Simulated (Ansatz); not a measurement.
Input and command of a calculation in Ansatz (plane waves; scalar-relativistic PAW potentials unless the input names others):

```yaml
crystal:
  lattice:
    - [2.0165796369, 2.0165796369, 0.0]
    - [-2.0165796369, 2.0165796369, 0.0]
    - [0.0, 0.0, 4.0331592739]
  atoms:
    - { symbol: Au, position: [0.0, 0.0, 0.0] }
    - { symbol: Au, position: [0.5, 0.5, 0.5] }
basis:
  ecutwfc: 420
kpoints:
  mp_grid: { grid: [18, 18, 12] }
hamiltonian:
  xc: pbe
scf:
  occupations: { method: gaussian, width: 0.1 }
  initial_density: { chi_scale: 0.1 }
output:
  forces: true
  eigenvalues: true
  stress: true
accuracy: medium
```

```bash
ansatz run input.yaml --threads 1 --pin off --max-ram 2560MiB --backend cpu --events-out ev --progress --plain --runs-dir out
```

Abridged log:
```
Basis set: ecut = 420 eV, 657 PW (Γ), exchange–correlation on 40×40×54 points (8 copies of the dense FFT grid, shifted against one another)
Bands: 23, of which v1, the nominal top of the filled ones, is band 19 counted from 1 (18 counted from 0)
Symmetry: 32 space group operations
k-points: 385 of 3888
SCF iter   1: F=—  HF=-26299.005550 eV  |F-HF|=—  |Δ(HF+E_count)|=         —  Δρ=6.89e-2  dr2=1.67e0  ethr=3.10e-3  ⟨swp⟩=4.2  Hψ=32633  notcnv=0
SCF iter   2: F=—  HF=-26298.603173 eV  |F-HF|=—  |Δ(HF+E_count)|=   4.02e-1  Δρ=3.23e-2  dr2=3.51e-1  ethr=3.10e-3  ⟨swp⟩=2.6  Hψ=15619  notcnv=0  defer=67
SCF iter   3: F=—  HF=-26298.504875 eV  |F-HF|=—  |Δ(HF+E_count)|=   9.83e-2  Δρ=7.66e-3  dr2=1.02e-2  ethr=9.25e-4  ⟨swp⟩=2.0  Hψ=14132  notcnv=0  defer=67
SCF iter   4: F=—  HF=-26298.508480 eV  |F-HF|=—  |Δ(HF+E_count)|=   3.60e-3  Δρ=1.19e-3  dr2=2.57e-4  ethr=2.68e-5  ⟨swp⟩=2.4  Hψ=15465  notcnv=0  defer=67
SCF iter   5: F=—  HF=-26298.508626 eV  |F-HF|=—  |Δ(HF+E_count)|=   1.47e-4  Δρ=2.56e-4  dr2=2.09e-5  ethr=6.77e-7  ⟨swp⟩=2.3  Hψ=13296  notcnv=0  defer=67
SCF iter   6: F=—  HF=-26298.508632 eV  |F-HF|=—  |Δ(HF+E_count)|=   5.44e-6  Δρ=6.03e-5  dr2=8.57e-7  ethr=5.51e-8  ⟨swp⟩=2.3  Hψ=12169  notcnv=0  defer=67
SCF iter   7: F=-26298.508632 eV  HF=-26298.508632 eV  |F-HF|=2.70e-8  |Δ(HF+E_count)|=   2.65e-7  Δρ=1.46e-5  dr2=5.29e-8  ethr=2.63e-10  ⟨swp⟩=5.6  Hψ=36492  notcnv=0
SCF 1 converged in 7 iterations: F = -26298.508632 eV  dr2 = 5.29e-8
SCF converged after 7 iterations
Free energy (F): -26298.508632 eV
Harris-Foulkes:  -26298.508632 eV  (|F-HF|=2.70e-8)
Internal energy: -26298.505041 eV  (E = F + TS)
E sigma→0 (E₀):  -26298.506837 eV
Entropy (-TS):   -0.003591 eV (-1.796 meV/atom)
Fermi energy:    21.761698 eV
--- Forces (eV/Å), atoms counted from 1 ---
  atom   1  Au     0.00000000     0.00000000     0.00000000
  atom   2  Au     0.00000000     0.00000000     0.00000000
--- Stress (GPa, compression-positive) ---
       16.832029       0.000000       0.000000
        0.000000      16.832029       0.000000
        0.000000       0.000000      16.425067
  P = ⅓ Tr σ = 16.6964 GPa (166.964 kbar)
```

Apart from outputs and empty bands, the input differs from a reference run on usual settings in scf.initial_density.chi_scale: not typed → 0.1; accuracy: not typed → "medium". The reference, at the same geometry (not necessarily relaxed), gave pressure 16.70 GPa, largest force 0.000 eV/Å, no gap on the mesh. This run converged in 7 SCF iterations (reference: 6) with an energy at zero smearing within 0.01 meV/atom of the reference's, pressure 16.70 GPa, largest force 0.000 eV/Å, no gap on the mesh.

The run took 5.7 s on 1 thread of Intel(R) Xeon(R) 6975P-C (Granite Rapids) (shared host), peak memory 0.48 GiB.